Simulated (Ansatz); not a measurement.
Density of states of TiSe2 (P-3m1, a = 3.481 Å, b = 3.481 Å, c = 5.873 Å, α = 90.00°, β = 90.00°, γ = 120.00°), in states per eV and primitive cell, averaged over bins of 0.4 eV. All numbers below come from Ansatz 0.2.0, DFT PBE+D3(BJ), scalar-relativistic, plane waves, PAW.

Settings: cutoff 420 eV, Γ-centred mesh 15×15×8 on the computed 3-atom cell, Gaussian smearing of 0.10 eV; no spin polarisation.

The cell is relaxed at this level. The states (both spins) are summed by tetrahedra on a 23×23×12 mesh at the self-consistent density. Energies are bin centres; the table starts no lower than −8 eV and ends at 6 eV, or lower where the solved bands end.

It is a metal at this level.

```tsv
E − E_F (eV)	total	Ti 3d	Se 4p	Se 4s	Ti 4s
-5.45	0.50	0.07	0.36	0.01	0.05
-5.05	1.37	0.19	1.00	0.03	0.12
-4.65	3.22	0.40	2.55	0.06	0.14
-4.25	2.28	0.33	1.80	0.05	0.07
-3.85	1.38	0.19	1.04	0.06	0.07
-3.45	1.63	0.26	1.19	0.06	0.07
-3.05	2.69	0.54	1.99	0.05	0.04
-2.65	3.99	1.16	2.67	0.07	0.03
-2.25	4.56	1.55	2.86	0.07	0.02
-1.85	2.56	0.57	1.86	0.06	0.02
-1.45	2.46	0.43	1.92	0.04	0.01
-1.05	1.80	0.36	1.37	0.02	0.01
-0.65	0.86	0.23	0.60	0.01	0.00
-0.25	0.58	0.22	0.34	0.01	0.00
0.15	1.32	0.92	0.34	0.02	0.01
0.55	2.63	2.12	0.41	0.03	0.02
0.95	1.42	1.08	0.31	0.00	0.01
1.35	4.92	3.88	0.95	0.02	0.02
1.75	4.42	3.62	0.68	0.02	0.07
2.15	0.42	0.31	0.11	0.00	0.00
2.55	1.36	0.87	0.38	0.05	0.00
2.95	3.40	1.92	1.24	0.07	0.02
3.35	3.08	1.64	1.21	0.07	0.03
3.75	1.92	1.03	0.73	0.06	0.01
4.15	0.24	0.13	0.08	0.01	0.00
4.55	0.00	0.00	0.00	0.00	0.00
4.95	0.03	0.00	0.00	0.00	0.00
5.35	0.23	0.01	0.01	0.00	0.02
```

The columns after the total are the main Löwdin projections on the occupied valence shells of the potentials; 2 others are left out. The rest of the total lies in those, in shells that are empty in the free atom, which aren't projected, and between the atoms.

A ferromagnetic start lost its moments in a first run, so spin was left out; other magnetic orders weren't tried.

Cost: 1 run of about 0.87 core-minutes, on Intel Xeon 6975P-C (Granite Rapids) (shared hosts).